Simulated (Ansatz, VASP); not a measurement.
## Two plane-wave programs on In

Contents of INCAR:

```
ALGO = Normal
EDIFF = 1E-6
EDIFFG = -0.005
ENCUT = 600
GGA = PE
IBRION = 2
ISIF = 3
ISMEAR = -1
IVDW = 12
LASPH = T
LCHARG = F
LREAL = F
LWAVE = F
NELM = 80
NSW = 100
PREC = Accurate
SIGMA = 0.05
```

The input KPOINTS:

```
k-points
0
Gamma
  15 15 15
```

Contents of POSCAR:

```
In
1.0
    0.0000000000      2.1394200102      2.1394200102
    2.1394200102      0.0000000000      2.1394200102
    2.1394200102      2.1394200102      0.0000000000
In
1
Direct
    0.0000000000      0.0000000000      0.0000000000
```

Input for Ansatz:

```yaml
crystal:
  lattice:
    - [0.0, 2.1394200102, 2.1394200102]
    - [2.1394200102, 0.0, 2.1394200102]
    - [2.1394200102, 2.1394200102, 0.0]
  atoms:
    - { symbol: In, position: [0.0, 0.0, 0.0] }
kpoints:
  mp_grid: { grid: [15, 15, 15] }
scf:
  occupations: { method: fermi_dirac, width: 0.05 }
hamiltonian:
  xc: pbe
  pseudopotentials: { kind: paw }
  dispersion: d3bj
output:
  forces: true
  stress: true
  write_density: true
  write_potential: true
  elf: true
  volumetric_format: npy
relax:
  f_tol: 0.005
  max_steps: 80
  cell: {}
```

This isn't the form of In at room conditions, which is tetragonal.

Alike in both runs: task relaxation of cell and atoms; functional PBE; dispersion D3(BJ); k mesh 15 × 15 × 15; occupations fermi-dirac, width 0.05 eV; no spin polarisation.

|  | VASP | Ansatz |
| --- | --- | --- |
| version | VASP 6.6.1 | Ansatz 0.2.0 |
| potentials or method | VASP PAW PBE potentials, release 64 (In_d) | PAW with Ansatz's default frozen-core files, scalar-relativistic |
| plane-wave cutoff (eV) | 600 | 420 |
| valence electrons in the cell | 13 | 13 |

```csv
,VASP,Ansatz,Ansatz less VASP
"gap on the k mesh at the Fermi level, each at its own relaxed structure (eV)",none,none,-
relaxed volume (Å³/atom),26.01,26.01,0.000
relaxed cell length with the largest relative difference (Å),3.326,3.326,0.0000
energy change over the relaxation (meV/atom),-370,-370,-0.1
```

A gap of «none» marks a metal or a gap that the smearing closes.

Caveats: the volume moved by over 15 % at a fixed basis, so the end points are rough (VASP); pairwise dispersion overbinds metals, which lowers pressure and volume.
